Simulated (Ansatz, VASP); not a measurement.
## Two plane-wave programs on MgS

```
Mg S
1.0
     3.64543    0.00000    0.00000
    -1.82272    3.15704    0.00000
     0.00000    0.00000    6.14736
Mg S
2 2
Direct
  0.00000 0.00000 0.00000
  0.00000 0.00000 0.50000
  0.33333 0.66667 0.25000
  0.66667 0.33333 0.75000
```

The cell was built by a generator and needn't be a form met in nature.

Alike in both runs: task single point; functional PBE; k mesh 6 × 6 × 4; no spin polarisation.

|  | VASP | Ansatz |
| --- | --- | --- |
| version | VASP 6.6.1 | Ansatz 0.2.0 |
| potentials or method | VASP PAW PBE potentials, release 64 (Mg, S) | plane waves, PAW |
| plane-wave cutoff (eV) | 520 | 420 |
| occupations | gaussian, width 0.01 eV | fixed |
| valence electrons in the cell | 16 | 32 |

Ansatz gave:

```
gap on the k mesh at the Fermi level (eV) : 3.41
pressure (GPa)                            : 1.3
```

Problem. Which values does VASP return?

Solution. gap on the k mesh at the Fermi level (eV): 3.40; pressure (GPa): 1.0.

The two sets of potentials don't hold the same shells in valence.

A k mesh can miss the band edges. Expect the measured gap to be larger: semilocal functionals such as PBE lack the derivative discontinuity.
